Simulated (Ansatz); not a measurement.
AlN: opening a crack plane

AlN, F-43m, a = 4.370 Å. This isn't the usual stable structure of the compound. Ansatz: r2SCAN, PAW, 500 eV, Γ-centred 5×7×3 mesh on 12 atoms, Gaussian smearing 0.05 eV; no spin polarisation. One cut on (0-11) per cell of 12 atoms is opened rigidly by x, between planes of Al+N and Al+N that stand 1.55 Å apart; y is the energy per area (13.502 Å², 1 eV/Å² = 16.02 J/m²).

| x (Å) | y (J/m²) |
| --- | --- |
| 0.00 | 0.000 |
| 0.25 | ? |
| 0.50 | 1.597 |
| 0.75 | 2.703 |
| 1.00 | 3.662 |
| 1.50 | 4.973 |
| 2.00 | 5.637 |
| 3.00 | 6.100 |
| 4.50 | 6.220 |
| 6.00 | 6.232 |

Question: Fit the universal binding curve y = W[1 − (1 + x/l) e^(−x/l)] to the other rows, give the peak stress, and predict the missing value.

Answer: Least squares gives W = 6.23 J/m² and l = 0.507 Å. The stress dy/dx peaks at x = l with W/(e l) = 45.2 GPa, for rigid faces. At x = 0.25: x/l = 0.493, y = 0.549 J/m². The run gave 0.537 J/m², so the fit is 0.012 J/m² too high, within the rms miss on the fitted rows (0.012 J/m²).

Cost: 12 runs of about 6.1 core-minutes in all, on Intel Xeon Platinum 8259CL (Skylake/Cascade Lake) (shared hosts).